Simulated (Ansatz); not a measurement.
# Ge: the cell at several levels of theory

Cell and atoms of Ge (4H polytype) are relaxed in turn with PBE and r2SCAN. This is a trial cell built on a prototype, not taken from a measured structure, and it needn't be the compound's ground state.

Code: Ansatz 0.2.0. PAW datasets, plane waves, zero pressure. The cell comes from a prototype generator: it can be a known phase or a hypothetical one. Spin polarisation is off.

## Step 1: The system as given

This is the cell as the run starts from it, not yet at rest; its lengths are not the crystal's.

It is hexagonal, P6_3/mmc (No. 194); a = 3.919 Å, c = 12.800 Å in the conventional setting, 21.28 Å³ an atom. Around Ge lie 4 Ge at 2.40 Å.

Coordinates:

```xyz
8
Lattice="3.9192 0.0000 0.0000 -1.9596 3.3941 0.0000 0.0000 0.0000 12.8001" Properties=species:S:1:pos:R:3 pbc="T T T"
Ge    0.0000    0.0000    0.0000
Ge    0.0000    2.2627    3.2000
Ge    0.0000    0.0000    6.4000
Ge    1.9596    1.1314    9.6000
Ge    0.0000    0.0000    2.4000
Ge    0.0000    2.2627    5.6000
Ge    0.0000    0.0000    8.8000
Ge    1.9596    1.1314   12.0001
```

## Step 2: Relaxation with PBE

The input, input.yaml:

```yaml
crystal:
  lattice:
    - [3.9191835885, 0.0, 0.0]
    - [-1.9595917942, 3.3941125497, 0.0]
    - [0.0, 0.0, 12.8000535999]
  atoms:
    - { symbol: Ge, position: [0.0, 0.0, 0.0] }
    - { symbol: Ge, position: [0.3333333333, 0.6666666667, 0.25] }
    - { symbol: Ge, position: [0.0, 0.0, 0.5] }
    - { symbol: Ge, position: [0.6666666667, 0.3333333333, 0.75] }
    - { symbol: Ge, position: [0.0, 0.0, 0.1875] }
    - { symbol: Ge, position: [0.3333333333, 0.6666666667, 0.4375] }
    - { symbol: Ge, position: [0.0, 0.0, 0.6875] }
    - { symbol: Ge, position: [0.6666666667, 0.3333333333, 0.9375] }
kpoints:
  mp_grid: { grid: [12, 12, 2] }
hamiltonian:
  xc: pbe
scf:
  occupations: { method: fermi_dirac, width: 0.02 }
relax:
  f_tol: 0.005
  cell: {}
```

On the command line:

```
$ ansatz run input.yaml --threads 2 --pin off --max-ram 29491MiB --backend cpu --events-out ev --progress --plain --runs-dir out
```

Further steps of the session: r2SCAN: cell and atoms.

Before running it: what results should come out? Wanted: for each run, a; c; volume; space group; SCF geometries.

**Answer**, as computed:

```
 level  a (Å)   c (Å)  volume (Å³/atom)  space group  SCF geometries
   PBE  4.065  13.343            23.868     P6_3/mmc               7
r2SCAN  4.005  13.134            22.800     P6_3/mmc               5
```

What this shows: The first relaxation changed the volume by +12.1 % from the start. The volume runs from r2SCAN (least) to PBE (most), a spread of 4.7 %, or 1.5 % in length if all axes shared it alike. The meshes differ: PBE 12×12×2, r2SCAN 6×6×2.
